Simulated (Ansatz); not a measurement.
The system is Ca.

```
Ca
1.0
    -2.09649    2.10173    2.44535
     2.09649   -2.10173    2.44535
     2.09649    2.10173   -2.44535
Ca
1
Direct
  0.50000 0.50000 0.00000
```

This isn't the form of Ca at room conditions, which is fcc.

- Program: Ansatz 0.2.0
- Task: relaxation of cell and atoms
- Functional: PBEsol
- Dispersion: D3(BJ)
- Potentials or basis: Ansatz PAW
- Cutoff: 420 eV (not typed: the program's choice for these potentials)
- k mesh: 9 × 9 × 9
- Occupations: fermi-dirac, width 0.05 eV
- Spin: no spin polarisation

At the start: volume 43.10 Å³/atom.

Problem. Where does the relaxation end?

Solution. It ends after 9 steps and the volume is 38.22 Å³/atom (-11.3 %); space group Fm-3m (No. 225, to 0.05 Å).

The path:
| step | energy change (eV) | largest force (eV/Å) | volume (Å³) |
| --- | --- | --- | --- |
| 1 | 0.0000 | 0.0000 | 43.10 |
| 2 | -0.0206 | 0.0000 | 41.04 |
| 3 | -0.0325 | 0.0000 | 37.68 |
| 4 | -0.0331 | 0.0000 | 38.12 |
| 5 | -0.0346 | 0.0000 | 38.11 |
| 6 | -0.0394 | 0.0000 | 38.01 |
| 7 | -0.0417 | 0.0000 | 38.05 |
| 8 | -0.0417 | 0.0000 | 38.22 |
| 9 | -0.0418 | 0.0000 | 38.22 |

Final structure:
```
Ca
1.0
    -1.89186    1.89090    2.67096
     1.89186   -1.89090    2.67096
     1.89186    1.89090   -2.67096
Ca
1
Direct
  0.50000 0.50000 0.00000
```

Caveat: the plane-wave basis is chosen anew once the cell has moved, so the energies of steps on either side of that aren't comparable; pairwise dispersion overbinds metals, which lowers pressure and volume; the PAW data sets come from PBE, with cores solved anew for the run's functional, which leaves a small shift of forces and pressure.
